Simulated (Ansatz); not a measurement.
SiC

Method: r²SCAN, scalar-relativistic; no spin polarisation; PAW, 500 eV, Γ-centred 8×8×6 mesh, 0.05 eV Gaussian smearing; code Ansatz; PAW files: Ansatz's generated set soft_2.

```
CELL_PARAMETERS angstrom
3.07553 0.00000 0.00000
-1.53776 2.66349 0.00000
0.00000 0.00000 5.04739
ATOMIC_POSITIONS crystal
Si 0.33333 0.66667 0.00457
Si 0.66667 0.33333 0.50457
C 0.33333 0.66667 0.38043
C 0.66667 0.33333 0.88043
```

The chain of runs began from a cell as deposited in COD, expanded in volume.

Q: Which orbitals make up the states within about 0.6 eV of each band edge?

A: Valence edge: C 2p 89 %, Si 3p 10 %. Conduction edge: Si 3p 70 %, C 2p 27 %. Shares are among the projected shells; the gap is 2.65 eV.

Density of states (tetrahedra, averaged over 0.4 eV; states/eV per cell of 4 atoms; energy in eV from the Fermi level):

```tsv
E (eV)	DOS
-7.65	1.13
-7.25	1.00
-6.85	1.21
-6.45	1.18
-6.05	1.23
-5.65	1.45
-5.25	1.44
-4.85	1.83
-4.45	1.92
-4.05	2.08
-3.65	2.13
-3.25	2.86
-2.85	1.95
-2.45	1.25
-2.05	0.81
-1.65	0.43
-1.25	0.04
-0.85	0.00
-0.45	0.00
-0.05	0.00
0.35	0.00
0.75	0.00
1.15	0.00
1.55	0.04
1.95	0.14
2.35	0.73
2.75	1.28
3.15	1.32
3.55	1.26
3.95	1.33
4.35	1.39
4.75	1.22
5.15	1.26
5.55	1.64
5.95	1.94
```

Semilocal functionals underestimate band gaps, commonly by a third or more.
